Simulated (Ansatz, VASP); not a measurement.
# Cross-check of HC4 (C(111) slab, H on both faces) between VASP and Ansatz

Aim: how closely do two programs agree when they are given the same cell, functional and k mesh? The cell is taken from a series of runs on this material, whose earlier steps may have relaxed, scaled, displaced or heated it; both programs get it as it stands.

Method: plane waves, with VASP 6.6.1 beside it; single point at PBEsol, in Ansatz 0.2.0.

## Step 1: The structure

The cell holds 160 atoms: 128 C and 32 H. Its edges and angles: a = 10.089 Å, b = 10.089 Å, c = 20.873 Å, α = 90.0°, β = 90.0°, γ = 120.0°. It derives from C (diamond-structure). As first built, before any earlier steps moved the atoms (in the runner's words): diamond-structure C (a = 3.567 A), (111) slab of 8 atomic planes, 4 x 4 surface cells, H on the broken bonds of both faces; displaced by a Gaussian of 0.02 A. Vacuum lies along c.

## Step 2: VASP: single point, PBEsol

With cell and atoms fixed, the geometry can't cause a difference; cores, projectors, grids and the points listed under the comparison can.

Lines of VASP's logs that name or quote its potential files are left out, and so is its time.

Contents of INCAR:

```
SYSTEM = HC4
PREC = Accurate
ENCUT = 520
EDIFF = 1E-06
NELM = 120
ISMEAR = 0
SIGMA = 0.01
LREAL = Auto
ALGO = Normal
GGA = PS
NBANDS = 384
LORBIT = 11
LWAVE = .FALSE.
LCHARG = .FALSE.
ISIF = 2
LASPH = .TRUE.
GGA_COMPAT = .FALSE.
EFERMI = MIDGAP
```

Contents of POSCAR:

```
HC4
1.0
   10.0890000000      0.0000000000      0.0000000000
   -5.0445000000      8.7373300000      0.0000000000
    0.0000000000      0.0000000000     20.8730770000
C H
128 32
Direct
    0.3335790000      0.9167420000      0.3647580000
    0.2501610000      0.0000170000      0.3417040000
    0.1669540000      0.8333960000      0.4631610000
    0.3336370000      0.9167510000      0.4387790000
    0.2502900000      0.0001060000      0.5611680000
    0.1669530000      0.8333950000      0.5368540000
    0.3335910000      0.9167470000      0.6582860000
    0.2502930000      0.0000900000      0.6351990000
    0.3335580000      0.6667300000      0.3647460000
    0.2502530000      0.7501050000      0.3416940000
    0.1669780000      0.5834360000      0.4631550000
    0.3336880000      0.6668000000      0.4387860000
    0.2502890000      0.7500800000      0.5612000000
    0.1669690000      0.5834290000      0.5368310000
    0.3336270000      0.6667800000      0.6582780000
    0.2502660000      0.7500750000      0.6352360000
    0.5836120000      0.9167420000      0.3647560000
    0.5002200000      0.0000630000      0.3416920000
    0.4169690000      0.8334350000      0.4631380000
    0.5836510000      0.9168160000      0.4388000000
    0.5002560000      0.0001210000      0.5612000000
    0.4169510000      0.8334730000      0.5368600000
    0.5836000000      0.9167660000      0.6582850000
    0.5002720000      0.0001200000      0.6352620000
    0.3335690000      0.4167740000      0.3647380000
    0.2502590000      0.5001020000      0.3416800000
    0.1669240000      0.3334230000      0.4631400000
    0.3335970000      0.4167420000      0.4387820000
    0.2502640000      0.5000620000      0.5611790000
    0.1669300000      0.3334410000      0.5368480000
[... 124 atom lines left out ...]
    0.7502640000      0.2503250000      0.2883130000
    0.8335150000      0.1669340000      0.7116930000
    0.0002580000      0.5000820000      0.2882810000
    0.0837230000      0.4168100000      0.7116700000
    0.0004100000      0.2503820000      0.2883210000
    0.0836580000      0.1668170000      0.7116540000
```

Contents of KPOINTS:

```
Automatic mesh
0
Gamma
1 1 1
0 0 0
```

Potentials, in the order of the species: C and H (PBE family, release 64).

Command:

```
$ export OMP_NUM_THREADS=3
$ mpirun -np 1 vasp_gam
```

The log of the run:

```text
[banner, memory and clock lines left out]
running    1 mpi-ranks, on    1 nodes
[...]
Offloading initialized ...    1 GPUs detected
[...]
|                                                                             |
|               ----> ADVICE to this user running VASP <----                  |
|                                                                             |
|     You enforced a specific xc type in the INCAR file but a different       |
|     [... a line on the potential file left out ...]
|     I HOPE YOU KNOW WHAT YOU ARE DOING!                                     |
|                                                                             |

 LDA part: xc-table for (Slater+PW92), standard interpolation
 POSCAR, INCAR and KPOINTS ok, starting setup
[...]
entering main loop
       N       E                     dE             d eps       ncg     rms          rms(c)
DAV:   1     0.515533857389E+04    0.51553E+04   -0.28950E+05   784   0.134E+03
DAV:   2    -0.779094932262E+03   -0.59344E+04   -0.56086E+04  1096   0.332E+02
DAV:   3    -0.138624498310E+04   -0.60715E+03   -0.60079E+03   976   0.110E+02
DAV:   4    -0.140628759216E+04   -0.20043E+02   -0.19971E+02  1016   0.217E+01
[...]
DAV:  21    -0.134197674998E+04   -0.42031E-04   -0.19483E-06   664   0.139E-03    0.738E-04
DAV:  22    -0.134197675756E+04   -0.75798E-05   -0.30639E-07   640   0.738E-04    0.293E-04
DAV:  23    -0.134197675835E+04   -0.79055E-06   -0.62025E-08   680   0.351E-04
   1 F= -.13419768E+04 E0= -.13419768E+04  d E =0.000000E+00
```

From OUTCAR (step 2):

```text
  FREE ENERGIE OF THE ION-ELECTRON SYSTEM (eV)
  ---------------------------------------------------
  free  energy   TOTEN  =     -1341.9767583462 eV

  energy  without entropy=    -1341.9767583462  energy(sigma->0) =    -1341.97675835
```

## Step 3: Ansatz: single point, PBEsol

Ansatz runs on its PAW soft_1 files.

The same cell, functional and mesh now go to Ansatz, which takes its cutoff from its data sets.

Contents of input.yaml:

```yaml
crystal:
  lattice:
    - [10.08899955396966, 0.0, 0.0]
    - [-5.044499776984834, 8.737329912507597, 0.0]
    - [0.0, 0.0, 20.873077333148032]
  atoms:
    - { symbol: C, position: [0.33357895870932414, 0.9167417282882395, 0.3647581852365751] }
    - { symbol: C, position: [0.25016146674017925, 1.6599532532401356e-05, 0.3417041633514697] }
    - { symbol: C, position: [0.16695356620587692, 0.8333961207391407, 0.46316120196000504] }
    - { symbol: C, position: [0.3336373132201697, 0.9167505188925856, 0.4387790064784477] }
    - { symbol: C, position: [0.2502899256787692, 0.00010608659003882802, 0.5611684208478972] }
    - { symbol: C, position: [0.16695311144133881, 0.8333954991659374, 0.536853613893044] }
    - { symbol: C, position: [0.3335907230486251, 0.9167470153610575, 0.6582857779210809] }
    - { symbol: C, position: [0.25029257851186437, 8.952920033337428e-05, 0.6351990819945941] }
    - { symbol: C, position: [0.3335579791891731, 0.6667303200267541, 0.36474617039319074] }
    - { symbol: C, position: [0.2502529150296674, 0.7501054072479966, 0.34169439088535514] }
    - { symbol: C, position: [0.16697801862841177, 0.5834364257953778, 0.46315501002584386] }
    - { symbol: C, position: [0.33368771228910443, 0.6668003665528064, 0.4387863463305606] }
    - { symbol: C, position: [0.25028886744378515, 0.750079855048494, 0.561199789723896] }
    - { symbol: C, position: [0.1669690832612378, 0.5834290197034716, 0.5368306838936269] }
    - { symbol: C, position: [0.3336273958308048, 0.66678033278046, 0.6582777979928236] }
    - { symbol: C, position: [0.2502659287619301, 0.7500746021991416, 0.6352361509872128] }
    - { symbol: C, position: [0.5836118810679906, 0.9167415326687648, 0.3647560446189851] }
    - { symbol: C, position: [0.5002195774272558, 6.28745182031324e-05, 0.3416918370289533] }
    - { symbol: C, position: [0.4169685986800001, 0.8334349995704626, 0.4631375520054527] }
    - { symbol: C, position: [0.5836513682937476, 0.916815672936041, 0.4387997140991407] }
    - { symbol: C, position: [0.5002558806457141, 0.00012135994138997556, 0.5611995989170183] }
    - { symbol: C, position: [0.4169508298564313, 0.8334731148337683, 0.5368602327259371] }
    - { symbol: C, position: [0.5836001800269438, 0.9167657121150862, 0.6582852065780449] }
    - { symbol: C, position: [0.5002715343047306, 0.00012014305417852628, 0.6352623146104834] }
    - { symbol: C, position: [0.33356948567049965, 0.41677405643618937, 0.36473773940242143] }
    - { symbol: C, position: [0.250258534802903, 0.5001017614624218, 0.3416795279600571] }
    - { symbol: C, position: [0.1669237308811147, 0.33342333574087707, 0.4631399107697684] }
    - { symbol: C, position: [0.33359703938109286, 0.41674163475588544, 0.43878198167758853] }
    - { symbol: C, position: [0.25026388120769844, 0.5000618195827863, 0.5611788823604955] }
    - { symbol: C, position: [0.16693015161534772, 0.33344107267579387, 0.5368478803531012] }
[... 22 lines left out ...]
[... 4 lines left out ...]
[... 65 lines left out ...]
    - { symbol: C, position: [0.08359070585669569, 0.1667806170886933, 0.3647470271490896] }
    - { symbol: C, position: [1.0002879674311973, 0.25014733114618865, 0.34171761956042196] }
    - { symbol: C, position: [0.9169230755918442, 0.08346023963434106, 0.46315624668132666] }
    - { symbol: C, position: [0.08357282684180486, 0.16677795408114793, 0.43879404179995607] }
    - { symbol: C, position: [1.0002368459041127, 0.250112161949423, 0.5611823661922174] }
    - { symbol: C, position: [0.91694210669904, 0.08343243720358749, 0.5368551020832496] }
    - { symbol: C, position: [0.08364202660693998, 0.16674817894136695, 0.6582675613306472] }
    - { symbol: C, position: [1.0002622865848416, 0.2500753511352349, 0.6352448581625358] }
    - { symbol: H, position: [0.25007099803090044, 0.9999285717288523, 0.2883182912684756] }
    - { symbol: H, position: [0.3335099507499274, 0.9168299107365432, 0.7116925204591872] }
    - { symbol: H, position: [0.2504099785783447, 0.7503211382791012, 0.28829513785572475] }
    - { symbol: H, position: [0.3337649807286358, 0.6668372637773037, 0.711661261730194] }
    - { symbol: H, position: [0.5002113457610756, 6.3798886836447e-05, 0.2882990739435382] }
    - { symbol: H, position: [0.5835803352735178, 0.9166335302631692, 0.7116873949245457] }
    - { symbol: H, position: [0.24996367674447542, 0.5000633817517852, 0.2882780797138053] }
    - { symbol: H, position: [0.33352423855223606, 0.41676433620783754, 0.7116751302919125] }
    - { symbol: H, position: [0.5002309476009652, 0.7501881506858705, 0.28830488878498844] }
    - { symbol: H, position: [0.5835433555544141, 0.6668920036727416, 0.7116834953978831] }
    - { symbol: H, position: [0.7500169900314837, 0.9999530976313548, 0.28827628160965] }
    - { symbol: H, position: [0.8339803244240206, 0.9169770563237513, 0.7117118000328946] }
    - { symbol: H, position: [0.2502415734934373, 0.2501898838086901, 0.28828704689497725] }
    - { symbol: H, position: [0.3334213914411968, 0.16653540571505154, 0.7117165749214246] }
    - { symbol: H, position: [0.5000794749493214, 0.49985607964246964, 0.2882626800498543] }
    - { symbol: H, position: [0.5835662884507462, 0.41699293387153097, 0.7116695053873515] }
    - { symbol: H, position: [0.7501047002687474, 0.7502953257902077, 0.2883121960189047] }
    - { symbol: H, position: [0.833487965036733, 0.6666013368509205, 0.7117064502743206] }
    - { symbol: H, position: [0.00034793689160773623, 5.110210622669175e-05, 0.28831202974244674] }
    - { symbol: H, position: [0.08369300685503656, 0.9168716801508185, 0.7116185530991032] }
    - { symbol: H, position: [0.5000810061562062, 0.24998553194165335, 0.288265294394624] }
    - { symbol: H, position: [0.5838818960990787, 0.16692361994411428, 0.7117220127680276] }
    - { symbol: H, position: [0.7503863066147477, 0.5001147050799455, 0.28832680368900276] }
    - { symbol: H, position: [0.8336415480021815, 0.41681561841995396, 0.7116609619641175] }
    - { symbol: H, position: [0.00020353863633161022, 0.7502526566136644, 0.288309560980003] }
    - { symbol: H, position: [0.08372813371214533, 0.6668484254527003, 0.7117260296150536] }
    - { symbol: H, position: [0.7502637868657702, 0.2503254508849529, 0.2883133137566519] }
    - { symbol: H, position: [0.8335147489127867, 0.1669344896742679, 0.7116928078553661] }
    - { symbol: H, position: [0.0002577775056551052, 0.500082214004186, 0.2882807901593463] }
    - { symbol: H, position: [0.08372264580595812, 0.4168102645119115, 0.7116701388279676] }
    - { symbol: H, position: [0.0004095084280240599, 0.25038173235837086, 0.288321442364423] }
    - { symbol: H, position: [0.08365805693879422, 0.16681662153448645, 0.7116540256591494] }
kpoints:
  mp_grid:
    grid: [1, 1, 1]
hamiltonian:
  xc: pbesol
  pseudopotentials:
    kind: paw
    xc_functional: pbe
    azcp:
      folder: "./paw"
scf:
  occupations:
    method: fixed
output:
  forces: true
  eigenvalues: true
```

Command:

```
$ python trend.py
```

## Step 4: Differences

Known differences besides the potentials themselves: fixed occupations in Ansatz, narrow Gaussian smearing in VASP; Ansatz makes its cores anew for this functional, VASP keeps those of its PBE data sets; Ansatz takes its cutoff from its data sets, VASP runs at 520 eV. Total energies have different zeros and are not compared.

The two programs side by side:

```csv
quantity,Ansatz,VASP,difference
gap on the k mesh (eV),2.907,2.912,-0.004
```

At this near-relaxed geometry the largest component of a force difference is 43 meV/Å. A gap on the mesh is an upper bound, since the band edges may lie between its points. With vacuum in the cell, a pressure given here is an average over mostly empty space and none of the material.

## Step 5: Results

- difference in gap on the k mesh (single point, PBEsol): -0.0044 eV
- r.m.s. force difference (single point, PBEsol): 11 meV/Å

**Reading.** The r.m.s. force difference is 11 meV/Å (single point, PBEsol), within the 12 meV/Å picked in this series as the mark of a large difference. Such differences can come from data sets, numerical settings and the points named under the comparisons, not from the functional's error against experiment.

[Lines on the potential files, build, host, timing and source positions are cut from VASP's logs without a mark.]

[Logs are printed without paths, hosts, clocks, repeated set-up lines and the standing remarks that a program may print on its own settings, such as how far it seeks lower states.]

[Hosts, paths, dates, database ids (printed as entryN), source tags and the programs' standing remarks are cut or masked in the printed files.]
